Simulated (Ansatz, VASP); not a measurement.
## KMgF3: VASP beside Ansatz

INCAR

```
PREC = Accurate
ENCUT = 520
EDIFF = 1E-6
ISMEAR = 0
SIGMA = 0.02
LREAL = False
LASPH = True
NELM = 60
ALGO = Normal
ISIF = 2
LWAVE = False
LCHARG = False
GGA = PE
NBANDS = 24
```

KPOINTS

```
regular mesh
0
Gamma
  6 6 6
```

File POSCAR:

```
KMgF3
1.0
    3.8850618471      0.0000000000      0.0000000000
    0.0000000000      3.8850618471      0.0000000000
    0.0000000000      0.0000000000      3.8850618471
K Mg F
1 1 3
Direct
    0.5000000000      0.5000000000      0.5000000000
    0.0000000000      0.0000000000      0.0000000000
    0.5000000000      0.0000000000      0.0000000000
    0.0000000000      0.5000000000      0.0000000000
    0.0000000000      0.0000000000      0.5000000000
```

Input for Ansatz:

```yaml
crystal:
  lattice:
    - [3.8850618469, 0.0, 0.0]
    - [0.0, 3.8850618469, 0.0]
    - [0.0, 0.0, 3.8850618469]
  atoms:
    - { symbol: K, position: [0.5, 0.5, 0.5] }
    - { symbol: Mg, position: [0.0, 0.0, 0.0] }
    - { symbol: F, position: [0.5, 0.0, 0.0] }
    - { symbol: F, position: [0.0, 0.5, 0.0] }
    - { symbol: F, position: [0.0, 0.0, 0.5] }
basis:
  ecutwfc: 420
kpoints:
  mp_grid: { grid: [6, 6, 6] }
hamiltonian:
  xc: pbe
scf:
  occupations: { method: gaussian, width: 0.02 }
output:
  forces: true
  stress: true
  eigenvalues: true
```

Alike in both runs: task single point; functional PBE; k mesh 6 × 6 × 6; occupations gaussian, width 0.02 eV; no spin polarisation.

|  | VASP | Ansatz |
| --- | --- | --- |
| version | VASP 6.6.1 | Ansatz 0.2.0 |
| potentials or method | VASP PAW PBE potentials, release 64 (K_sv, Mg, F) | scalar-relativistic, plane waves, PAW |
| plane-wave cutoff (eV) | 520 | 420 |
| valence electrons in the cell | 32 | 40 |

```tsv
	VASP	Ansatz	Ansatz less VASP
gap on the k mesh at the Fermi level (eV)	7.91	7.94	+0.029
least direct gap on the mesh (eV)	8.23	8.26	+0.026
pressure (GPa)	10.8	11.2	+0.40
```

The two sets of potentials don't hold the same shells in valence.

A k mesh can miss the band edges. Expect the measured gap to be larger: semilocal functionals such as PBE lack the derivative discontinuity.
